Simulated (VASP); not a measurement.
CaO:

```
Ca O
1.0
     0.00000    2.40356    2.40356
     2.40356    0.00000    2.40356
     2.40356    2.40356    0.00000
Ca O
1 1
Direct
  0.00000 0.00000 0.00000
  0.50000 0.50000 0.50000
```

The cell is a database's computed one.

```yaml
Program: VASP 6.6.1
Task: single point
Functional: PBE
Potentials_or_basis: VASP PAW PBE potentials, release 64 (Ca_sv, O)
Cutoff: 520 eV
k_mesh: 10 × 10 × 10
Occupations: fermi-dirac, width 0.05 eV
Spin: no spin polarisation
```

On this cell: pressure 2.2 GPa; largest force zero by symmetry; band gap on the k mesh 3.64 eV, indirect (least direct gap 4.01 eV).

The same run follows on a disturbed copy (atoms moved at random, drawn with an rms of 0.05 Å):

```xyz
2
Lattice="0.0000 2.4036 2.4036 2.4036 0.0000 2.4036 2.4036 2.4036 0.0000" Properties=species:S:1:pos:R:3 pbc="T T T"
Ca   -0.0231    0.0124    0.0167
O     2.3918    2.4110    2.4542
```

What does the disturbed cell give?

The energy moves by +1.0 meV/atom; pressure 2.3 GPa; largest force 0.114 eV/Å; band gap on the k mesh 3.64 eV, indirect (least direct gap 4.01 eV).

Forces in eV/Å, atoms in the order of the input:
```
Ca   0.035 -0.015  0.107
O   -0.035  0.015 -0.107
```

Stress tensor (GPa, compression positive):
```
 2.21  0.00 -0.01
 0.00  2.19  0.00
-0.01  0.00  2.37
```

A k mesh can miss the band edges.
